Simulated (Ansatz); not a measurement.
Rocksalt AlN (r2SCAN geometry), in Ansatz:

```xyz
2
Lattice="0.0000 2.0189 2.0189 2.0189 0.0000 2.0189 2.0189 2.0189 0.0000" Properties=species:S:1:pos:R:3 pbc="T T T"
Al    0.0000    0.0000    0.0000
N     2.0189    2.0189    2.0189
```

G0W0@PBE with 61 empty bands, a screening cutoff of 140 eV and a 6×6×6 mesh (PAW, contour deformation) gives 6.293 eV over the mesh points, from a PBE gap of 4.664 eV; it sums over 65 bands with 59 plane waves in the screening and a wave cutoff of 420 eV. G0W0 here is at a finite number of bands, screening cutoff and k mesh, not at the basis limit. (Calculated; spin-unpolarised; the phase may be known or hypothetical.)

Task: Estimate the gap with starting point LDA.

Result: 6.293 eV (0.000 eV), from a Kohn-Sham gap of 4.508 eV.

Task: Estimate the gap with mesh 8×8×8, empty bands 26, screening cutoff 80 eV.

Result: 6.065 eV (-0.228 eV), from a Kohn-Sham gap of 4.669 eV.
